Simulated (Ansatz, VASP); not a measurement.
## BeS: VASP beside Ansatz

The input INCAR:

```
  PREC = Accurate
  ENCUT = 600
  EDIFF = 1E-6
  ISMEAR = 0
  SIGMA = 0.1
  LREAL = False
  LASPH = True
  NELM = 80
  ALGO = Normal
  ISIF = 3
  LWAVE = False
  LCHARG = False
  GGA = PE
  IBRION = 2
  NSW = 90
  EDIFFG = -0.04
```

Contents of KPOINTS:

```
regular mesh
0
Gamma
  6 6 6
```

POSCAR

```
BeS
1.0
    0.0000000000      3.1063293736      3.1063293736
    3.1063293736      0.0000000000      3.1063293736
    3.1063293736      3.1063293736      0.0000000000
Be S
2 2
Direct
    0.5000000000      0.5000000000      0.5000000000
    0.7500000000      0.7500000000      0.7500000000
    0.0000000000      0.0000000000      0.0000000000
    0.2500000000      0.2500000000      0.2500000000
```

Input for Ansatz:

```yaml
crystal:
  lattice:
    - [0.0, 3.1063293736, 3.1063293736]
    - [3.1063293736, 0.0, 3.1063293736]
    - [3.1063293736, 3.1063293736, 0.0]
  atoms:
    - { symbol: Be, position: [0.5, 0.5, 0.5] }
    - { symbol: Be, position: [0.75, 0.75, 0.75] }
    - { symbol: S, position: [0.0, 0.0, 0.0] }
    - { symbol: S, position: [0.25, 0.25, 0.25] }
basis:
  ecutwfc: 420
kpoints:
  mp_grid: { grid: [6, 6, 6] }
hamiltonian:
  xc: pbe
scf:
  occupations: { method: gaussian, width: 0.1 }
  lower_state_search: "off"
output:
  forces: true
  stress: true
  eigenvalues: true
relax:
  adjacent_minimum: "off"
  f_tol: 0.04
  max_steps: 70
  cell: { stress_tol: 0.4 }
```

Alike in both runs: task relaxation of cell and atoms; functional PBE; k mesh 6 × 6 × 6; occupations gaussian, width 0.1 eV; no spin polarisation.

|  | VASP | Ansatz |
| --- | --- | --- |
| version | VASP 6.6.1 | Ansatz 0.2.0 |
| potentials or method | VASP PAW PBE potentials, release 64 (Be, S) | scalar-relativistic, plane waves, PAW |
| plane-wave cutoff (eV) | 600 | 420 |
| valence electrons in the cell | 16 | 16 |

|  | VASP | Ansatz | Ansatz less VASP |
| --- | --- | --- | --- |
| gap on the k mesh at the Fermi level, each at its own relaxed structure (eV) | none | none | - |
| relaxed volume (Å³/atom) | 13.07 | 13.04 | -0.031 |
| relaxed cell length with the largest relative difference (Å) | 4.198 | 4.194 | -0.0034 |
| energy change over the relaxation (meV/atom) | -55 | -54 | +0.4 |

A gap of «none» marks a metal or a gap that the smearing closes.
